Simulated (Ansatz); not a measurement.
# How far is this Si2C3 from the hull?

The calculation used Ansatz, DFT PBE, scalar-relativistic, plane waves, PAW. Settings: cutoff 420 eV, Γ-centred meshes spaced at most about 0.3 Å⁻¹, and about 0.25 Å⁻¹ or finer for metals (2π included), Gaussian smearing. No spin polarisation.

Energies over the elements count from the elements' standard structures at the same level, with no fitted energy shifts.

All energies are static (0 K, no zero-point motion). The reference form of C is held partly by dispersion forces, which this level lacks.

The competitors are the elements and 1 reference phase of this chemical system (from databases or known types: SiC), relaxed at the same level; other known phases may be missing.

The candidate was reached from: Si and C ordered on hcp sites.

```cif
data_structure
_symmetry_space_group_name_H-M 'P-6m2'
_symmetry_Int_Tables_number 187
_cell_length_a 2.7673
_cell_length_b 2.7673
_cell_length_c 13.9332
_cell_angle_alpha 90.000
_cell_angle_beta 90.000
_cell_angle_gamma 120.000
_cell_volume 92.41
loop_
_atom_site_label
_atom_site_type_symbol
_atom_site_symmetry_multiplicity
_atom_site_Wyckoff_symbol
_atom_site_fract_x
_atom_site_fract_y
_atom_site_fract_z
_atom_site_occupancy
Si1 Si 2 i 0.66667 0.33333 0.81715 1
Si2 Si 1 e 0.66667 0.33333 0.00000 1
Si3 Si 1 d 0.33333 0.66667 0.50000 1
C1 C 2 i 0.66667 0.33333 0.32349 1
C2 C 2 h 0.33333 0.66667 0.64298 1
C3 C 2 h 0.33333 0.66667 0.87640 1
```

**Question.** Where does it stand against these competitors?

**Answer.** Not stable. Its formation energy is 0.731 eV/atom. The lowest competing mixture at this composition is this:

| phase | space group | source | share of atoms | ΔE_f (eV/atom) |
| --- | --- | --- | --- | --- |
| C | - | element | 0.2000 | -0.0002 |
| SiC | P6_3mc (No. 186) | Materials Project | 0.8000 | -0.204 |

The lowest database cell of C (-0.0002) lies slightly below the reference, hence the non-zero entry.

The mixture lies at -0.163 eV/atom, and the candidate lies 0.89 eV/atom above it. The candidate matches no cell in the subsets of the Crystallography Open Database and the Materials Project at hand. The margin is far too high for a likely synthesis. It holds Si–Si units of three or more atoms (shortest 2.55 Å) and C–C nets (shortest 1.66 Å).
